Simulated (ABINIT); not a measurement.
A run of ABINIT 10.8.3 (patched build):

Contents of run.abi:

```
ndtset 7
getwfk -1
scalecart1 3*0.9795861087
scalecart2 3*0.9864848297
scalecart3 3*0.9932883884
scalecart4 3*1.0000000000
scalecart5 3*1.0066227096
scalecart6 3*1.0131594038
scalecart7 3*1.0196128224

pp_dirpath "./"
pseudos "W.GGA_PBE-JTH.xml"

acell 2.7407019351 2.7407019351 2.7407019351 Angstrom
rprim
    -0.5773502692     0.5773502692     0.5773502692
     0.5773502692    -0.5773502692     0.5773502692
     0.5773502692     0.5773502692    -0.5773502692
ntypat 1
znucl 74
natom 1
typat 1
xred
     0.0000000000     0.0000000000     0.0000000000

ecut 408.170794 eV
pawecutdg 30.0

kptopt 1
ngkpt 12 12 12
nshiftk 1
shiftk 0.0 0.0 0.0

ixc 14
vdw_xc 7

nband 11
occopt 3
tsmear 0.05 eV

nstep 100
tolvrs 1.0e-9

iomode 3
prtwf 1
prtden 0
prteig 0
prtebands 0
enunit 2
```

Potentials or basis: JTH PAW PBE v2.0.

Run with:

```bash
$ abinit run.abi > log 2>&1
```

Hardware: 1 thread of Arm Neoverse V1 (shared host).

Q: How long does it take, and how much memory?

A: Wall time 39 s on 1 thread of Arm Neoverse V1 (shared host), peak memory 0.13 GiB. Counts: scf iterations 55, mpi ranks 1, k points 72, bands 11, plane waves 291.
